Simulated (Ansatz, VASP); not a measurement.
# TaN: VASP beside Ansatz

```xyz
2
Lattice="0.0000 2.1934 2.1934 2.1934 0.0000 2.1934 2.1934 2.1934 0.0000" Properties=species:S:1:pos:R:3 pbc="T T T"
Ta    2.1934    2.1934    2.1934
N     0.0000    0.0000    0.0000
```

Change from the starting cell: volume scaled by 1.02.

Alike in both runs: task single point; functional PBEsol; k mesh 9 × 9 × 9; occupations fermi-dirac, width 0.02 eV; no spin polarisation.

|  | VASP | Ansatz |
| --- | --- | --- |
| version | VASP 6.6.1 | Ansatz 0.2.0 |
| potentials or method | VASP PAW PBE potentials, release 64 (Ta_pv, N), cutoff 520 eV | all-electron LAPW, scalar-relativistic |

```csv
,VASP,Ansatz,Ansatz less VASP
pressure (GPa),-1.9,-2.8,-0.92
```

Ansatz ran all-electron here, so the differences hold the error of VASP's frozen core and of both bases.

Caveats: the PAW data sets were made with another functional, which shifts forces and pressure a little (VASP). Spin-orbit coupling is left out, which matters for the levels of Ta.
